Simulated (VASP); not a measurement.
# ZnCu2SnS4 (I-4) in VASP: notebook

The runs below take ZnCu2SnS4 through single point, with PBE.

Everything below comes from runs of VASP 6.6.1. Logs are shortened: lines on timing, memory, paths and dates and some standing lists are left out, and cuts for length are marked.

### 1 The structure

The structure is tetragonal, space group I-4 (No. 82). The conventional cell has a = 5.414 Å, b = 5.414 Å, c = 10.822 Å, α = 90.00°, β = 90.00°, γ = 90.00°. Zn (site symmetry -4) is surrounded by 4 S at 2.34 Å. Cu (site symmetry -4) has 4 S at 2.30 Å as nearest neighbours. Cu (site symmetry -4) is surrounded by 4 S at 2.30 Å. Sn (site symmetry -4) has 4 S at 2.44 Å as nearest neighbours. Around S (site symmetry 1) lie 2 Cu at 2.30 Å and 1 Zn at 2.34 Å and 1 Sn at 2.44 Å.

### 2 Single point, PBE

Contents of INCAR:

```
  PREC = Accurate
  ENCUT = 520
  EDIFF = 1E-6
  ISMEAR = 0
  SIGMA = 0.01
  LREAL = F
  LASPH = T
  NELM = 100
  ALGO = Fast
  ISIF = 2
  LWAVE = F
  LCHARG = F
  GGA = PE
  NBANDS = 46
```

Contents of KPOINTS:

```
Automatic mesh
0
Gamma
  6 6 6
```

Contents of POSCAR:

```
ZnCu2SnS4
1.0
   -2.7070239587      2.7070239587      5.4111010195
    2.7070239587     -2.7070239587      5.4111010195
    2.7070239587      2.7070239587     -5.4111010195
Zn Cu Sn S
1 2 1 4
Direct
    0.2500000000      0.7500000000      0.5000000000
    0.0000000000      0.0000000000      0.0000000000
    0.7500000000      0.2500000000      0.5000000000
    0.5000000000      0.5000000000      0.0000000000
    0.3713035279      0.8934250782      1.0064641433
    0.1065749218      0.1130390651      0.4778784497
    0.8869609349      0.3648393847     -0.0064641433
    0.6351606153      0.6286964721      0.5221215503
```

Potentials or basis: VASP PAW PBE potentials, release 64 (Zn, Cu, Sn_d, S).

On the command line:

```console
cat potpaw_PBE.64/Zn/POTCAR potpaw_PBE.64/Cu/POTCAR potpaw_PBE.64/Sn_d/POTCAR potpaw_PBE.64/S/POTCAR > POTCAR
mpirun -np 1 vasp_std > vasp.out
```

OUTCAR:

```text
PREC = Accurate
   ENCUT = 520
   EDIFF = 1E-6
   ISMEAR = 0
   LREAL = F
   LASPH = T
   NELM = 100
   ISIF = 2
   GGA = PE

 ion  position               nearest neighbor table
   1  0.250  0.750  0.500-   8 2.34   7 2.34   6 2.34   5 2.34
   2  0.000  0.000  0.000-   5 2.30   6 2.30   8 2.30   7 2.30
   3  0.750  0.250  0.500-   7 2.30   6 2.30   5 2.30   8 2.30
   4  0.500  0.500  0.000-   7 2.44   5 2.44   6 2.44   8 2.44
   5  0.371  0.893  0.006-   3 2.30   2 2.30   1 2.34   4 2.44
   6  0.107  0.113  0.478-   3 2.30   2 2.30   1 2.34   4 2.44
   7  0.887  0.365  0.994-   3 2.30   2 2.30   1 2.34   4 2.44
   8  0.635  0.629  0.522-   3 2.30   2 2.30   1 2.34   4 2.44

  LATTYP: Found a body centered tetragonal cell.
 ALAT       =     5.4140479174
 C/A-ratio  =     1.9989113883

  Lattice vectors:

 A1 = (  -2.7070239587,   2.7070239587,   5.4111010195)
 A2 = (   2.7070239587,  -2.7070239587,   5.4111010195)
 A3 = (   2.7070239587,   2.7070239587,  -5.4111010195)

Analysis of symmetry for initial positions (statically):
=====================================================================
 Subroutine PRICEL returns:
 Original cell was already a primitive cell.

 Routine SETGRP: Setting up the symmetry group for a
 body centered tetragonal supercell.

 Subroutine GETGRP returns: Found  4 space group operations
 (whereof  4 operations were pure point group operations)
 out of a pool of 16 trial point group operations.

The static configuration has the point symmetry S_4 .

Analysis of symmetry for dynamics (positions and initial velocities):
=====================================================================
 Subroutine PRICEL returns:
 Original cell was already a primitive cell.

 Routine SETGRP: Setting up the symmetry group for a
 body centered tetragonal supercell.

 Subroutine GETGRP returns: Found  4 space group operations
 (whereof  4 operations were pure point group operations)
 out of a pool of 16 trial point group operations.

The dynamic configuration has the point symmetry S_4 .

 Subroutine INISYM returns: Found  4 space group operations
 (whereof  4 operations are pure point group operations),
 and found     1 'primitive' translations

----------------------------------------------------------------------------------------

                                     Primitive cell

  volume of cell :     158.6097

  direct lattice vectors                    reciprocal lattice vectors
    -2.707023959  2.707023959  5.411101020     0.000000000  0.184704682  0.092402636
     2.707023959 -2.707023959  5.411101020     0.184704682  0.000000000  0.092402636
     2.707023959  2.707023959 -5.411101020     0.184704682  0.184704682  0.000000000

  length of vectors
     6.628421507  6.628421507  6.628421507     0.206528610  0.206528610  0.261211867

  position of ions in fractional coordinates (direct lattice)
     0.250000000  0.750000000  0.500000000
     0.000000000  0.000000000  0.000000000
     0.750000000  0.250000000  0.500000000
     0.500000000  0.500000000  0.000000000
     0.371303528  0.893425078  0.006464143
     0.106574922  0.113039065  0.477878450
     0.886960935  0.364839385  0.993535857
     0.635160615  0.628696472  0.522121550

  ion indices of the primitive-cell ions
   primitive index   ion index
                 1           1
                 2           2
                 3           3
                 4           4
                 5           5
                 6           6
                 7           7
                 8           8

----------------------------------------------------------------------------------------

 KPOINTS: Automatic mesh

Automatic generation of k-mesh.
 Grid dimensions read from file:
 generate k-points for:    6    6    6

 Generating k-lattice:

  Cartesian coordinates                     Fractional coordinates (reciprocal lattice)
     0.000000000  0.030784114  0.015400439     0.166666667 -0.000000000  0.000000000
     0.030784114  0.000000000  0.015400439    -0.000000000  0.166666667  0.000000000
     0.030784114  0.030784114  0.000000000     0.000000000  0.000000000  0.166666667

  Length of vectors
     0.034421435  0.034421435  0.043535311

  Shift w.r.t. Gamma in fractional coordinates (k-lattice)
     0.000000000  0.000000000  0.000000000

 Subroutine IBZKPT returns following result:
 ===========================================

 Found     36 irreducible k-points:

 Following reciprocal coordinates:
            Coordinates               Weight
  0.000000  0.000000  0.000000      1.000000
  0.166667 -0.000000  0.000000      8.000000
  0.333333  0.000000  0.000000      8.000000
  0.500000 -0.000000  0.000000      4.000000
  0.166667  0.166667  0.000000      8.000000
  0.333333  0.166667  0.000000      8.000000
[... 16 lines left out ...]
  0.333333 -0.333333  0.166667      4.000000
 -0.166667  0.333333  0.166667      8.000000
 [... further k-points ...]
   k-points           NKPTS =     36   k-points in BZ     NKDIM =     36   number of bands    NBANDS=     46
   number of dos      NEDOS =    301   number of ions     NIONS =      8
   total plane-waves  NPLWV = 125000
   dimension x,y,z NGX =    50 NGY =   50 NGZ =   50
   dimension x,y,z NGXF=   100 NGYF=  100 NGZF=  100
   ions per type =               1   2   1   4
   NGX,Y,Z   is equivalent  to a cutoff of  12.54, 12.54, 12.54 a.u.
   NGXF,Y,Z  is equivalent  to a cutoff of  25.08, 25.08, 25.08 a.u.
 SYSTEM =  unknown system
   PREC   = accura    normal or accurate (medium, high low for compatibility)
   ISTART =      0    job   : 0-new  1-cont  2-samecut
   ICHARG =      2    charge: 1-file 2-atom 10-const
   ISPIN  =      1    spin polarized calculation?
   LNONCOLLINEAR =      F non collinear calculations
   LSORBIT =      F    spin-orbit coupling
   LASPH  =      T    aspherical Exc in radial PAW
   ENCUT  =  520.0 eV  38.22 Ry    6.18 a.u.  12.32 12.32 12.32*2*pi/ulx,y,z
   NELM   =    100;   NELMIN=  2; NELMDL= -5     # of ELM steps
   EDIFF  = 0.1E-05   stopping-criterion for ELM
   LREAL  =      F    real-space projection
   EDIFFG = 0.1E-04   stopping-criterion for IOM
   NSW    =      0    number of steps for IOM
   IBRION =     -1    ionic relax: 0-MD 1-quasi-New 2-CG
   NFREE  =      0    steps in history (QN), initial steepest desc. (CG)
   ISIF   =      2    stress and relaxation
   ISYM   =      2    0-nonsym 1-usesym 2-fastsym
   POTIM  = 0.5000    time-step for ionic-motion
   TEBEG  =    0.0;   TEEND  =   0.0 temperature during run
   PSTRESS=    0.0 pullay stress
   NELECT =      72.0000    total number of electrons
   NUPDOWN=      -1.0000    fix difference up-down
   EMIN   =  10.00;   EMAX   =-10.00  energy-range for DOS
   EFERMI =   0.00;   METHOD = LEGACY
   ISMEAR =     0;   SIGMA  =   0.01  broadening in eV -4-tet -1-fermi 0-gaus
   EFERMI_NEDOS =   21; number of points for ismear=-14 and -15
   IALGO  =     68    algorithm
   IMIX   =      4    mixing-type and parameters
     AMIX     =   0.40;   BMIX     =  1.00
     AMIX_MAG =   1.60;   BMIX_MAG =  1.00
  volume/ion in A,a.u.               =      19.83       133.79
  Fermi-wavevector in a.u.,A,eV,Ry     =   1.258179  2.377613 21.538214  1.583014
  Thomas-Fermi vector in A             =   2.391801
   LORBIT       =      0    0 simple, 1 ext, 2 COOP (PROOUT), +10 PAW based schemes
   GGA     = PE    functional components
   LHFCALC =     F    Hartree Fock is set to
   AEXX    =    0.0000 exact exchange contribution
   IVDW    =     0    specifies the selected vdW correction
   LEPSILON=     F    determine dielectric tensor
   LRPA    =     F    only Hartree local field effects (RPA)
 non-spin polarized calculation
 RMM-DIIS sequential band-by-band and
 Gauss-broadening in eV      SIGMA  =   0.01
  energy-cutoff  :      520.00
  volume of cell :      158.61
 maximum number of plane-waves:      4325
 NGX is ok and might be reduce to    50
   NGX = 25   NGY = 25   NGZ = 25

 number of electron      71.9999999 magnetization

 Free energy of the ion-electron system (eV)
  ---------------------------------------------------
  ext. energy  EPLUGINS =         0.00000000
  ---------------------------------------------------
  free energy    TOTEN  =       -32.55786216 eV

  energy without entropy =      -32.55786216  energy(sigma->0) =      -32.55786216

 E-fermi :   5.0926     XC(G=0):  -9.8372

 val. band max:        5.0079539610   @ k =   0.0000   0.0000   0.0000
 cond. band min:       5.2191447128   @ k =   0.0000   0.0000   0.0000
 fundamental gap:      0.2111907518
 Fermi energy:         5.0926016222

 k-point     1 :       0.0000    0.0000    0.0000
  band No.  band energies     occupation
      1     -17.2935      2.00000
      2     -17.2894      2.00000
      3     -17.2894      2.00000
      4     -17.2112      2.00000
      5     -17.2057      2.00000
      6      -9.5867      2.00000
[... 38 lines left out ...]
     45      10.2881      0.00000
     46      10.8235      0.00000

 k-point     2 :       0.1667   -0.0000    0.0000
  band No.  band energies     occupation
      1     -17.2936      2.00000
      2     -17.2895      2.00000
      3     -17.2894      2.00000
      4     -17.2110      2.00000
      5     -17.2057      2.00000
      6      -9.4923      2.00000
[... 38 lines left out ...]
     45      10.3937      0.00000
     46      10.7852      0.00000

 k-point     3 :       0.3333    0.0000    0.0000
  band No.  band energies     occupation
      1     -17.2939      2.00000
      2     -17.2898      2.00000
      3     -17.2894      2.00000
      4     -17.2108      2.00000
      5     -17.2055      2.00000
      6      -9.2350      2.00000
[... 1018 lines left out ...]
     45      10.8976      0.00000
     46      11.1688      0.00000

 k-point    24 :      -0.1667    0.3333    0.1667
  band No.  band energies     occupation
      1     -17.2940      2.00000
      2     -17.2899      2.00000
      3     -17.2894      2.00000
      4     -17.2106      2.00000
      5     -17.2054      2.00000
      6      -9.0065      2.00000
[... 38 lines left out ...]
     45      11.0847      0.00000
     46      11.2700      0.00000

 [... further k-points ...]

------------------------ aborting loop because EDIFF is reached ----------------------------------------

  FORCE on cell =-STRESS in cart. coord.  units (eV):
  Direction    XX          YY          ZZ          XY          YZ          ZX
  --------------------------------------------------------------------------------------
  -------------------------------------------------------------------------------------
  Total        2.4049019      2.4049019      2.3896795      0.0000001      0.0000000      0.0000000
  in kB       24.2928301     24.2928301     24.1390631      0.0000010      0.0000000      0.0000000
  external PRESSURE =      24.2415744 kB  Pullay stress =       0.0000000 kB

 VOLUME and BASIS-vectors are now :
 -----------------------------------------------------------------------------
  energy-cutoff  :      520.00
  volume of cell :      158.61
      direct lattice vectors                 reciprocal lattice vectors
    -2.707023959  2.707023959  5.411101020     0.000000000  0.184704682  0.092402636
     2.707023959 -2.707023959  5.411101020     0.184704682  0.000000000  0.092402636
     2.707023959  2.707023959 -5.411101020     0.184704682  0.184704682  0.000000000

 POSITION                                       TOTAL-FORCE (eV/Angst)
 -----------------------------------------------------------------------------------
      2.70702     -0.00000      2.70555        -0.000000      0.000000      0.000000
      0.00000      0.00000      0.00000        -0.000000     -0.000000      0.000000
     -0.00000      2.70702      2.70555        -0.000000     -0.000000      0.000000
      0.00000      0.00000      5.41110        -0.000000      0.000000      0.000000
      1.43089     -1.39590      6.80860         0.116797     -0.048384      0.051247
      1.31113      1.27613     -1.39750        -0.048384     -0.116797     -0.051247
      1.27613      4.10292      1.39750        -0.116797      0.048384      0.051247
      1.39590      1.43089      4.01361         0.048384      0.116797     -0.051247
 -----------------------------------------------------------------------------------
    total drift:                                0.000009      0.000010      0.000014

  FREE ENERGIE OF THE ION-ELECTRON SYSTEM (eV)
  ---------------------------------------------------
  free  energy   TOTEN  =       -32.5578621577 eV

  energy  without entropy=      -32.5578621577  energy(sigma->0) =      -32.55786216
```

It took 12 min on 1 thread of Intel Xeon Platinum 8488C (Sapphire Rapids), shared host; peak memory 0.51 GiB.

What came out:

```
Free energy            : -32.5579 eV
Pressure               : 2.4 GPa
Largest force          : 0.136 eV/Å
Band gap on the k mesh : 0.21 eV, direct
```

Forces in eV/Å, atoms in the order of the input:
```
Zn   0.000  0.000  0.000
Cu   0.000  0.000  0.000
Cu   0.000  0.000  0.000
Sn   0.000  0.000  0.000
S    0.117 -0.048  0.051
S   -0.048 -0.117 -0.051
S   -0.117  0.048  0.051
S    0.048  0.117 -0.051
```

Caveat: spin-orbit coupling is left out, which moves the levels of the heavy elements.

### 3 Single point, PBE

Contents of INCAR:

```
PREC = Accurate ; ENCUT = 520
EDIFF = 1E-7 ; ISMEAR = 0
SIGMA = 0.01 ; LREAL = F
LASPH = T ; NELM = 100
ALGO = Fast ; ISIF = 2
LWAVE = F ; LCHARG = F
GGA = PE ; NBANDS = 46
```

Contents of KPOINTS:

```
regular mesh
0
Gamma
  6 6 6
```

POSCAR is that of step 2.

Potentials or basis: VASP PAW PBE potentials, release 64 (Zn, Cu, Sn_d, S).

On the command line:

```console
cat potpaw_PBE.64/Zn/POTCAR potpaw_PBE.64/Cu/POTCAR potpaw_PBE.64/Sn_d/POTCAR potpaw_PBE.64/S/POTCAR > POTCAR
mpirun -np 1 vasp_std > vasp.out
```

Run time: 11 min. Hardware: 1 thread of Intel Xeon Platinum 8488C (Sapphire Rapids), shared host; peak memory 0.51 GiB.

Results (log left out):

| Item | Value |
| --- | --- |
| Free energy | -32.5579 eV |
| Pressure | 2.4 GPa |
| Largest force | 0.137 eV/Å |
| Band gap on the k mesh | 0.21 eV, direct |

Forces on the atoms (eV/Å):
```
Zn   0.000  0.000  0.000
Cu   0.000  0.000  0.000
Cu   0.000  0.000  0.000
Sn   0.000  0.000  0.000
S    0.117 -0.049  0.051
S   -0.049 -0.117 -0.051
S   -0.117  0.049  0.051
S    0.049  0.117 -0.051
```

Levels at points of the mesh, in eV from the valence-band top:
```
           k point  band 33  band 34  band 35  band 36  band 37  band 38  band 39  band 40
(0.00, 0.00, 0.00)    -1.49    -0.07    -0.07     0.00     0.21     1.96     2.78     3.71
(0.50, 0.00, 0.00)    -1.20    -1.14    -1.05    -0.52     1.62     3.11     3.30     4.12
(0.50, 0.50, 0.00)    -0.82    -0.72    -0.52    -0.42     0.64     2.31     3.13     4.07
(0.50, 0.50, 0.50)    -1.17    -1.13    -0.88    -0.88     1.30     2.00     2.00     2.34
```

Caveat: spin-orbit coupling is left out, which moves the levels of the heavy elements. A k mesh can miss the band edges.
